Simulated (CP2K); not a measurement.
Runs of CP2K 2026.2 on KF (Carobbiite). Symmetry: Fm-3m, No. 225, cubic system. The conventional cell has a = 5.344 Å, b = 5.344 Å, c = 5.344 Å, α = 90.00°, β = 90.00°, γ = 90.00°. K (site symmetry m-3m) has 6 F at 2.67 Å as nearest neighbours. F (site symmetry m-3m) is surrounded by 6 K at 2.67 Å. 

```tsv
task	level	potentials or basis	cell	k mesh	smearing	EPS_DEFAULT	k points reduced by the point group	NGRIDS	points a segment of the path (NPOINTS)	bands added on the path	gap on the mesh (eV)	pressure (GPa)
band structure	PBE	POTENTIAL_UZH K GTH-PBE-q9, F GTH-PBE-q7; TZVP-MOLOPT-PBE-GTH basis	as given	9 × 9 × 9	fermi-dirac 0.01 eV	1.0E-9	yes	4	6	6	6.16	1.5
relaxation of cell and atoms	RPBE+D3(BJ)+ATM	POTENTIAL_UZH K GTH-PBE-q9, F GTH-PBE-q7; DZVP-MOLOPT-PBE-GTH basis	relaxed	7 × 7 × 7	fermi-dirac 0.05 eV	1.0E-10	-	5	-	-	7.61	0.0
band structure	LDA	GTH_POTENTIALS K GTH-PADE-q9, F GTH-PADE-q7; TZVP-MOLOPT-PBE-GTH basis	as given	9 × 9 × 9	fermi-dirac 0.05 eV	1.0E-9	yes	5	10	2	5.80	(c)
band structure	PBEsol	POTENTIAL_UZH K GTH-PBE-q9, F GTH-PBE-q7; TZVP-MOLOPT-PBE-GTH basis	as given	9 × 9 × 9	fermi-dirac 0.0259 eV	1.0E-9	yes	4	10	4	(a)	-0.4
relaxation of cell and atoms	RPBE+D3	POTENTIAL_UZH K GTH-PBE-q9, F GTH-PBE-q7; DZVP-MOLOPT-PBE-GTH basis	relaxed	7 × 7 × 7	fermi-dirac 0.05 eV	1.0E-10	-	5	-	-	5.82	0.0
relaxation of cell and atoms	RPBE+D3(BJ)	POTENTIAL_UZH K GTH-PBE-q9, F GTH-PBE-q7; DZVP-MOLOPT-PBE-GTH basis	relaxed	7 × 7 × 7	fermi-dirac 0.05 eV	1.0E-10	-	5	-	-	(b)	0.0
band structure	TB-mBJ	POTENTIAL_UZH K GTH-PBE-q9, F GTH-PBE-q7; TZVP-MOLOPT-PBE-GTH basis	as given	9 × 9 × 9	fermi-dirac 0.0259 eV	1.0E-10	yes	4	10	4	7.17	-
band structure	r2SCAN	POTENTIAL_UZH K GTH-SCAN-q9, F GTH-SCAN-q7; TZVP-MOLOPT-SCAN-GTH basis	as given	9 × 9 × 9	fermi-dirac 0.05 eV	1.0E-9	yes	4	10	6	(d)	-0.3
```

Alike in all rows: no spin polarisation.

**Question.** Fill in the values left out.

**Answer.** (a) 6.00; (b) 7.63; (c) -3.6; (d) 6.83.

Caveats: the basis of atomic orbitals isn't converged, which shifts pressures, moduli and gaps; the potentials were made for another functional, which shifts forces and pressure (some runs); an odd mesh through Γ misses points on the zone boundary, where band edges often lie (some runs); the real-space grid breaks the cell's symmetry a little (some runs); more than 0.5 GPa of stress was left at the end, so the final cell isn't listed (some runs); this is a model potential without an energy functional, so only levels have meaning (some runs).

Not every run made on this cell is shown here.
